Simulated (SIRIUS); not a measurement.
# CsBr under changes of volume

One of the cells (41.278 Å³/atom); the others are scaled copies at fixed shape and fractional positions:

```
Cs Br
1.0
     4.35427    0.00000    0.00000
     0.00000    4.35427    0.00000
     0.00000    0.00000    4.35427
Cs Br
1 1
Cartesian
  0.0000 0.0000 0.0000
  2.1771 2.1771 2.1771
```

The cell comes from a database or a generator and needn't be the stable form of this composition.

| Quantity | Value |
| --- | --- |
| Program | SIRIUS 7.10.0 |
| Functional | PBEsol |
| Potentials or basis | PseudoDojo 0.4.1 PBEsol standard (scalar relativistic) |
| Cutoff | 686 eV |
| Density cutoff | 2743 eV |
| k mesh | 6 × 6 × 6 |
| Occupations | fermi-dirac, width 0.05 eV |
| Spin | no spin polarisation |

| volume (Å³/atom) | energy over the lowest point (meV/atom) | pressure (GPa) | gap on the mesh (eV) |
| --- | --- | --- | --- |
| 38.040 | 0.00 | 0.0 | 4.46 |
| 38.850 | ? | ? | ? |
| 39.659 | 2.85 | -0.6 | 4.31 |
| 41.278 | 10.98 | -1.0 | 4.16 |
| 42.087 | 16.63 | -1.2 | 4.09 |
| 42.896 | 23.14 | -1.4 | 4.03 |

Q: What does the run at 38.850 Å³/atom give?

A: Energy over the lowest point 0.67 meV/atom; pressure -0.3 GPa; gap on the mesh 4.38 eV.

Worked out: A Birch-Murnaghan fit of order 3 (a polynomial in V^(-2/3)) to the other rows has its minimum at 38.11 Å³/atom with B0 = V·E''(V) = 15.8 GPa and B' = 5.3. It gives 0.67 meV/atom at 38.850 Å³/atom, against the run's 0.67, and -dE/dV = -0.3 GPa, against -0.3. A straight line through the other rows of the gap, of slope -3.62 eV per unit of ln V, gives 4.38 eV, against the run's 4.38.

Energies are extrapolated to zero smearing.

Caveats: spin-orbit coupling is left out, which moves the levels of the heavy elements.

A mesh can miss the band edges.
